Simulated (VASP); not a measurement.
HC60N3 (a cell with a defect): single point with LDA

Crystal: HC60N3 (a cell with a defect).

```
H C N
1.0
     7.14000    0.00000    0.00000
     0.00000    7.14000    0.00000
     0.00000    0.00000    7.14000
H C N
1 60 3
Direct
  0.54474 0.54474 0.54474
  0.62868 0.62868 0.62868
  0.50149 0.75071 0.75071
  0.75071 0.50149 0.75071
  0.75071 0.75071 0.50149
  0.49509 0.25051 0.74946
  0.49509 0.74946 0.25051
  0.25051 0.49509 0.74946
  0.74946 0.49509 0.25051
  0.25051 0.74946 0.49509
  0.74946 0.25051 0.49509
  0.62358 0.37596 0.87342
  0.62358 0.87342 0.37596
  0.37596 0.62358 0.87342
  0.87342 0.62358 0.37596
  0.37596 0.87342 0.62358
  0.87342 0.37596 0.62358
  0.50509 0.25104 0.25104
  0.25104 0.50509 0.25104
  0.25104 0.25104 0.50509
  0.12740 0.62274 0.62274
  0.62274 0.12740 0.62274
  0.62274 0.62274 0.12740
  0.99996 0.49996 0.49996
  0.49996 0.99996 0.49996
  0.49996 0.49996 0.99996
  0.12782 0.37731 0.37731
  0.37731 0.12782 0.37731
  0.37731 0.37731 0.12782
  0.62393 0.87587 0.87587
  0.87587 0.62393 0.87587
  0.87587 0.87587 0.62393
  0.00112 0.74942 0.74942
  0.74942 0.00112 0.74942
  0.74942 0.74942 0.00112
  0.12373 0.37505 0.87613
  0.12373 0.87613 0.37505
  0.37505 0.12373 0.87613
  0.87613 0.12373 0.37505
  0.37505 0.87613 0.12373
  0.87613 0.37505 0.12373
  0.99875 0.24952 0.74934
  0.99875 0.74934 0.24952
  0.24952 0.99875 0.74934
  0.74934 0.99875 0.24952
  0.24952 0.74934 0.99875
  0.74934 0.24952 0.99875
  0.12378 0.12378 0.62469
  0.12378 0.62469 0.12378
  0.62469 0.12378 0.12378
  0.00174 0.25037 0.25037
  0.25037 0.00174 0.25037
  0.25037 0.25037 0.00174
  0.12494 0.87439 0.87439
  0.87439 0.12494 0.87439
  0.87439 0.87439 0.12494
  0.99997 0.99997 0.49989
  0.99997 0.49989 0.99997
  0.49989 0.99997 0.99997
  0.12540 0.12540 0.12540
  0.99978 0.99978 0.99978
  0.63516 0.36481 0.36481
  0.36481 0.63516 0.36481
  0.36481 0.36481 0.63516
```

The cell was built by a generator and needn't be a form met in nature.

* Program: VASP 6.6.1
* Task: single point
* Functional: LDA
* Potentials or basis: VASP PAW LDA potentials, release 64 (H, C, N)
* Cutoff: 520 eV
* k mesh: 2 × 2 × 2
* Occupations: gaussian, width 0.03 eV
* Spin: no spin polarisation

```yaml
Pressure: -12.9 GPa
Largest_force: 3.191 eV/Å
Band_gap_on_the_k_mesh: 3.62 eV, indirect (least direct gap 3.69 eV)
```

Forces in eV/Å, atoms in the order of the input:
```
H   -1.069 -1.069 -1.069
C    1.842  1.842  1.842
C   -0.094 -0.233 -0.233
C   -0.233 -0.094 -0.233
C   -0.233 -0.233 -0.094
C   -0.053  0.073 -0.071
C   -0.053 -0.071  0.073
C    0.073 -0.053 -0.071
C   -0.071 -0.053  0.073
C    0.073 -0.071 -0.053
C   -0.071  0.073 -0.053
C    0.032 -0.017  0.029
C    0.032  0.029 -0.017
C   -0.017  0.032  0.029
C    0.029  0.032 -0.017
C   -0.017  0.029  0.032
C    0.029 -0.017  0.032
C    0.053  0.073  0.073
C    0.073  0.053  0.073
C    0.073  0.073  0.053
C   -0.013 -0.002 -0.002
C   -0.002 -0.013 -0.002
C   -0.002 -0.002 -0.013
C    0.003  0.000  0.000
C    0.000  0.003  0.000
C    0.000  0.000  0.003
C   -0.011 -0.001 -0.001
C   -0.001 -0.011 -0.001
C   -0.001 -0.001 -0.011
C    0.077 -0.096 -0.096
C   -0.096  0.077 -0.096
C   -0.096 -0.096  0.077
C    0.007  0.010  0.010
C    0.010  0.007  0.010
C    0.010  0.010  0.007
C    0.004 -0.006 -0.004
C    0.004 -0.004 -0.006
C   -0.006  0.004 -0.004
C   -0.004  0.004 -0.006
C   -0.006 -0.004  0.004
C   -0.004 -0.006  0.004
C    0.006 -0.002 -0.011
C    0.006 -0.011 -0.002
C   -0.002  0.006 -0.011
C   -0.011  0.006 -0.002
C   -0.002 -0.011  0.006
C   -0.011 -0.002  0.006
C   -0.004 -0.004  0.020
C   -0.004  0.020 -0.004
C    0.020 -0.004 -0.004
C   -0.001 -0.003 -0.003
C   -0.003 -0.001 -0.003
C   -0.003 -0.003 -0.001
C    0.004 -0.002 -0.002
C   -0.002  0.004 -0.002
C   -0.002 -0.002  0.004
C   -0.012 -0.012 -0.020
C   -0.012 -0.020 -0.012
C   -0.020 -0.012 -0.012
C   -0.003 -0.003 -0.003
C    0.001  0.001  0.001
N    0.185 -0.201 -0.201
N   -0.201  0.185 -0.201
N   -0.201 -0.201  0.185
```

Stress tensor (GPa, compression positive):
```
-12.91  -0.56  -0.56
 -0.56 -12.91  -0.56
 -0.56  -0.56 -12.91
```

Levels at points of the mesh, in eV from the valence-band top:
| k point | band 124 | band 125 | band 126 | band 127 | band 128 | band 129 | band 130 | band 131 | band 132 | band 133 |
| --- | --- | --- | --- | --- | --- | --- | --- | --- | --- | --- |
| (0.00, 0.00, 0.00) | -1.48 | -1.48 | -0.37 | 0.00 | 0.00 | 3.69 | 3.86 | 3.86 | 4.06 | 4.06 |
| (0.50, 0.00, 0.00) | -2.20 | -1.77 | -1.08 | -0.67 | -0.56 | 3.62 | 3.76 | 4.60 | 4.97 | 5.64 |
| (0.50, 0.50, 0.00) | -1.31 | -1.29 | -1.22 | -0.49 | -0.29 | 4.94 | 4.96 | 5.18 | 5.41 | 5.52 |
| (0.50, 0.50, 0.50) | -2.05 | -2.05 | -0.91 | -0.41 | -0.41 | 4.85 | 4.85 | 5.06 | 5.38 | 5.44 |

It took 4.8 min on 1 thread of Intel(R) Xeon(R) Platinum 8488C (Sapphire Rapids) (shared host), peak memory 0.39 GiB.

Caveat: the k mesh is coarse (spacing up to 0.44 Å⁻¹), so the values aren't converged. LDA gaps usually lie below the measured ones, often by a third to a half.
